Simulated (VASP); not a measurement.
**Pb: relaxation of cell and atoms with PBE+D3(BJ)**

The system is Pb.

```
CELL_PARAMETERS angstrom
3.48000 0.00000 0.00000
-1.74000 3.01377 0.00000
0.00000 0.00000 5.59000
ATOMIC_POSITIONS crystal
Pb 0.33333 0.66667 0.25000
Pb 0.66667 0.33333 0.75000
```

This isn't the form of Pb at room conditions, which is fcc.

```yaml
Program: VASP 6.6.1
Task: relaxation of cell and atoms
Functional: PBE
Dispersion: D3(BJ)
Potentials_or_basis: VASP PAW PBE potentials, release 64 (Pb_d)
Cutoff: 600 eV
k_mesh: 15 × 15 × 8
Occupations: gaussian, width 0.1 eV
Spin: no spin polarisation
Dipole_correction: no
Further_INCAR_settings: ALGO = Fast; EDIFF = 1e-06; IBRION = 2; EDIFFG = -0.005; NSW = 100; ISIF = 3
```

| Quantity | Value |
| --- | --- |
| Relaxed volume | 30.30 Å³/atom |
| Relaxed cell | a = 3.488 Å, b = 3.488 Å, c = 5.751 Å, α = 90.00°, β = 90.00°, γ = 120.00° |
| Space group after relaxing (to 0.05 Å) | P6_3/mmc (No. 194) |
| Energy gained by relaxing | 8.5 meV/atom |
| Ionic steps | 7 |
| Pressure after relaxing | 0.0 GPa |
| Band gap on the k mesh | none (metal or under the smearing width) |
| Dispersion energy per atom | -0.410 eV |

Step by step:
```tsv
step	energy change (eV)	largest force (eV/Å)	pressure (GPa)	volume (Å³)
1	0.0000	0.0000	1.82	58.63
2	-0.0146	0.0000	-0.70	61.49
3	-0.0154	0.0000	-0.19	60.88
4	-0.0168	0.0000	-0.06	60.70
5	-0.0169	0.0000	0.02	60.59
6	-0.0169	0.0000	0.02	60.61
7	-0.0169	0.0000	0.02	60.61
```

Final structure:
```
Pb
1.0
     3.48842    0.00000    0.00000
    -1.74421    3.02106    0.00000
     0.00000    0.00000    5.75075
Pb
2
Direct
  0.33333 0.66667 0.25000
  0.66667 0.33333 0.75000
```

Levels at points of the mesh, in eV from the Fermi level:
```csv
k point,band 10,band 11,band 12,band 13,band 14,band 15,band 16,band 17,band 18
"(0.00, 0.00, 0.00)",-16.78,-11.72,-8.17,-4.18,5.72,5.72,7.41,7.46,7.46
"(0.00, 0.00, 0.50)",-16.84,-10.54,-10.54,0.68,0.68,6.54,6.54,6.54,6.54
```

Run time: 4.2 min on 1 thread of Intel(R) Xeon(R) 6975P-C (Granite Rapids), on a shared host, peak memory 0.31 GiB.

Caveat: pairwise dispersion overbinds metals, which lowers pressure and volume. Zero-point motion and thermal expansion aren't in these numbers.
